The cell of CoSi is strained along two of its cubic axes at once. A positive strain $e$ lengthens it along x and shortens it along y by the same fraction, a negative one does the reverse, and z keeps its length. The atoms are carried along with the cell and may not shift within it. The strain makes the cubic cell orthorhombic.

CoSi (8-atom cell, P2_13, a = 4.431 Å before strain) strained by e along x and −e along y, fractional coordinates fixed. Ansatz 0.2.0, plane-wave PAW, scalar-relativistic PBE, no spin polarisation, cutoff 420 eV, Γ-centred 10×10×10 k mesh, Gaussian smearing 0.15 eV. Free energies are relative to zero strain; stress is xx minus yy, pressure is positive in compression.

```
strain  energy change (meV/atom)  tensile stress along pattern (GPa)  pressure (GPa)
 -0.15                     437.5                              -90.46           24.62
-0.075                      93.6                              -38.02            5.71
     0                       0.0                                0.00           -0.01
0.0375                      21.3                               16.61            1.31
0.1125                     198.1                               50.06           11.56
  0.15                     358.6                               63.43           20.26
```

### 1. Which direction of strain costs more energy?

Only the two ends of the scan, −0.15 and +0.15, can be compared directly. Squeezing x and stretching y costs 437.5 meV/atom, while the opposite strain costs 358.6. The difference of 79 meV/atom is 22 % of the smaller value. It hardly changes when the energies are extrapolated to zero smearing, so the electronic smearing isn't its source.

### 2. How fast should the energy grow?

A crystal at rest sits at the bottom of an energy valley. Close to the bottom the energy rises with the square of the strain, because the restoring force is proportional to the displacement. The point at 0.0375 fixes the scale, and a strain four times as large should then cost sixteen times as much:

$$16 \times 21.3 = 340.8\ \text{meV/atom}.$$

The computed energy at +0.15 lies 5 % above this estimate, and the one at −0.15 lies 28 % above it. The square law therefore serves well on the positive side and fails clearly at the far negative end. The printed output after this text compares it with every row; the row at 0.0375 agrees by construction.

### 3. Why are the two signs not alike?

Changing the sign of the strain amounts to exchanging x and y. In a cubic crystal with a fourfold axis along z, a quarter turn makes this exchange, and both signs must cost the same. CoSi has no such axis, nor a diagonal mirror that would do the same job. Its threefold axes only pass x to y, y to z and z to x, so the energy may contain odd powers of the strain.

Symmetry permits a difference but doesn't say which sign is dearer. The distances between the atoms offer a likely reason. The shortest contact in the crystal is 2.32 Å without strain, 2.04 Å at −0.15 and 2.10 Å at +0.15. These are not expected to be one and the same bond: the shortest unstrained bond should lie along a body diagonal, which this strain hardly changes, and slightly longer bonds take over as an axis is squeezed.

The usual atomic positions of this structure type are expected to explain the difference. A short Co–Si bond that runs mostly along x leans towards z, while one that runs mostly along y leans towards x. Squeezing y stretches x, which lengthens the lean and eases the squeezed bond. Squeezing x leaves z alone and gives no such relief. Repulsion between atoms rises steeply at short range, so the tighter contact should cost more, though the calculation doesn't separate this share from the rest of the energy.

### 4. How stiff is the crystal, and to how many digits?

For this strain the elastic energy per volume is

$$\tfrac12 C_{11}(e^2+e^2) - C_{12}e^2 = (C_{11}-C_{12})\,e^2,$$

where $C_{11}$ is the stiffness along a cubic axis and $C_{12}$ couples one axis to another. The energy at 0.0375 gives 223 GPa for the difference, and the energy at −0.075 gives 245 GPa.

The energies are printed finely enough to fix either value to within 1 %, yet the two differ by about 10 %. The disagreement comes from the strain being finite. Odd terms raise the energy on the negative side and lower it on the positive one, while higher even terms raise it on both. On the positive side the two largely cancel, which is why the square law serves so well there. The stresses narrow the range. Half the initial slope of 447 GPa found in question 5 is again 223 GPa. Energy and stress give the same number only where the energy divided by $e^2$ is nearly flat, so the value for very small strain is expected close to 223 and well below 245. At these settings two digits should hold and the third should not be trusted. More decimals in the energy wouldn't help; a matched pair of small strains would, because the odd terms cancel in its average and the higher even ones fade.

### 5. Does the crystal soften at large positive strain?

The column "tensile stress along pattern" suggests that it does. This column is the stress along x less the stress along y, and its slope falls from 443 GPa at the start to 357 GPa between the last two points. But stress is force divided by the present area, and the areas change. The face that carries the y stress has grown by the factor $1+e$, while the face that carries the x stress has shrunk by $1-e$.

Weighting each stress by its face gives the force that actually does the work:

$$\frac{1}{V_0}\frac{dE}{de} = \sigma_x(1-e) - \sigma_y(1+e),$$

with $E$ the energy, $V_0$ the initial volume, and $\sigma_x$ and $\sigma_y$ the stresses, positive in tension. The slope of this quantity is 447 GPa over the first step, 493 GPa over the second and 485 GPa over the last. Much of the drop in the column therefore comes from the changing areas, but the resistance to further strain has passed its peak. Over the last step the energies give a mean derivative of 63.06 GPa, above the 62.78 of a straight line between its ends, so the curve is bending down there and a real softening has begun. The tension along the stretched axis does fall, though, from 8.9 to 3.6 GPa between the last two points, while the push along the squeezed axis keeps growing. This needn't mean that the stretched bonds are failing. The squeezed bonds lean towards x, as described in question 3, so they are expected to push along x as well and cancel part of the pull. The other sign fits this picture. At −0.15 the squeezed bonds lean towards z, the push along z is 10.0 GPa against 4.5 GPa at +0.15, and the tension along the stretched axis is still rising, from 11.3 to 13.3 GPa.

An ideal strength would show as a maximum of the weighted force, and the scan reaches none. That holds for this one path with the atoms held in place. A real crystal could give way earlier by another distortion or at a defect.

### 6. Why is the pressure positive for both signs?

In the limit of very small strain, the pull along one axis and the push along the other are equal and opposite, and the pressure vanishes. At larger strain the volume shrinks, because $(1+e)(1-e) = 1-e^2$. At either end of the scan this loss is only 2.25 %. To produce the computed pressures by itself, it would need a bulk modulus of at least 900 GPa, which would make CoSi harder to compress than diamond.

Most of the pressure must therefore come from the uneven response of the bonds. Atoms pushed together resist more and more strongly, while atoms pulled apart resist less and less. At +0.15 the crystal pushes back along y with 60 GPa but pulls along x with only 4 GPa. The push wins whichever axis is squeezed, and a crystal free to change its volume would expand.

### 7. What would change if the atoms could relax?

Every strained energy would fall, because the atoms are held at positions where forces still act on them. The largest force on an atom is 1.6 eV/Å at −0.15 and 1.0 eV/Å at +0.15. For the same reason, the stiffness at very small strain that question 4 looks for is an upper limit to what a slow mechanical test would feel, within this level of theory.

The larger forces at the negative end hint that relaxation would lower that energy more and narrow the gap between the two signs. This is a guess, since the energy gained also depends on how easily the atoms move. Spin was left out as well, so a magnetic state that lowers the energy of the strained crystal remains possible.

Printed output of the fit:

```
Energy against the square law:
     row  computed meV/atom  square law meV/atom  excess meV/atom  shortest contact A
   -0.15              437.5                340.8             96.7               2.038
  -0.075               93.6                 85.2              8.4               2.186
     0.0                  0                    0                0               2.317
  0.0375               21.3                 21.3                0               2.273
  0.1125              198.1                191.7              6.4               2.155
    0.15              358.6                340.8             17.8               2.098
Stresses in GPa, tension positive:
     row  along x  along y  energy derivative per initial volume
   -0.15   -77.14    13.32                                  -100
  -0.075   -26.75    11.28                                -39.18
     0.0  0.01373  0.01373                                     0
  0.0375    6.474   -10.14                                 16.75
  0.1125    8.882   -41.18                                  53.7
    0.15     3.59   -59.84                                 71.87
Energy at -0.15 less energy at +0.15, meV/atom: 78.9
The same difference in percent of the energy at +0.15: 22
The same difference from zero-smearing energies, meV/atom: 78.68
Energy ratio, strain -0.15 to -0.075: 4.674
Printed stress ratio, strain -0.15 to -0.075: 2.379
C11-C12 from energy at 0.0375, GPa: 223.2
C11-C12 from energy at -0.075, GPa: 245.2
Slope of printed stress, 0 to 0.0375, GPa: 442.9
Slope of printed stress, 0.1125 to 0.15, GPa: 356.5
Slope of energy derivative, 0 to 0.0375, GPa: 446.7
Slope of energy derivative, 0.1125 to 0.15, GPa: 484.6
Mean derivative from energies, 0.1125 to 0.15, GPa: 63.06
Mean derivative from stresses, 0.1125 to 0.15, GPa: 62.78
Volume loss at strain 0.15 either way, percent: 2.25
Smallest bulk modulus that volume loss alone would need, GPa: 900.4
Largest bulk modulus that volume loss alone would need, GPa: 1094
Largest force left on an atom at -0.15, eV/A: 1.593
Largest force left on an atom at +0.15, eV/A: 0.9653
```
